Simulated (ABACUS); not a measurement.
Write the native input for ABACUS 3.10.1 that does the following.

| Quantity | Value |
| --- | --- |
| Task | single point |
| Functional | r2SCAN |
| Potentials or basis | SG15 ONCV 1.2 PBE |
| Cutoff | 1320 eV |
| Density cutoff | 5279 eV |
| Basis | plane waves |
| k mesh | 6 × 6 × 4 |
| Occupations | fermi-dirac, width 0.05 eV |
| Spin | no spin polarisation |
| Radial cutoff of the potentials (pseudo_rcut) | 7 bohr |
| SCF threshold on the density | 1e-08 |
| Max SCF steps | 100 |
| Eigensolver | dav |
| Mixing | broyden |
| Mixing share | 0.7 |
| Symmetry key | 1 |
| Bands | 26 |

Crystal: AlN.

```
Al N
1.0
     3.31212    0.00000    0.00000
    -1.65606    2.86838    0.00000
     0.00000    0.00000    4.18756
Al N
2 2
Direct
  0.66667 0.33333 0.25000
  0.33333 0.66667 0.75000
  0.66667 0.33333 0.75000
  0.33333 0.66667 0.25000
```

Measurements of this composition are mostly on another form, of space group No. 186.

These files were run (other wordings do the same):

INPUT

```
INPUT_PARAMETERS
suffix              AlN
calculation         scf
basis_type          pw
pseudo_dir          ./
latname             hexagonal
symmetry            1
dft_functional      MGGA_X_R2SCAN+MGGA_C_R2SCAN
ecutwfc             97
pseudo_rcut         7
nspin               1
nbands              26
ks_solver           dav
smearing_method     fd
smearing_sigma      0.00367493
scf_thr             1e-08
scf_nmax            100
mixing_type         broyden
mixing_beta         0.7
cal_force           1
cal_stress          1
mixing_tau          1
out_chg             1
kpar                4
```

STRU

```
ATOMIC_SPECIES
Al 26.9815 Al_ONCV_PBE-1.2.upf
N 14.0070 N_ONCV_PBE-1.2.upf

LATTICE_CONSTANT
6.2589916451

LATTICE_PARAMETERS
1.2643166261

ATOMIC_POSITIONS
Direct

Al
0.0
2
0.6666666667 0.3333333333 0.2500000000 1 1 1
0.3333333333 0.6666666667 0.7500000000 1 1 1

N
0.0
2
0.6666666667 0.3333333333 0.7500000000 1 1 1
0.3333333333 0.6666666667 0.2500000000 1 1 1
```

KPT

```
K_POINTS
0
Gamma
6 6 4 0 0 0
```

Potentials or basis: SG15 ONCV 1.2 PBE, plane waves.

Launch:

```console
$ OMP_NUM_THREADS=1 mpirun -np 4 abacus > log
```

It gave:

```json
{
  "Pressure": "-4.1 GPa",
  "Band gap on the k mesh": "3.69 eV, direct"
}
```

Caveat: the potentials were made for another functional, which shifts forces and pressure.

Run time: 38 s on 4 MPI ranks on Intel(R) Xeon(R) Platinum 8488C (Sapphire Rapids) (shared host), peak memory 0.44 GiB a rank.
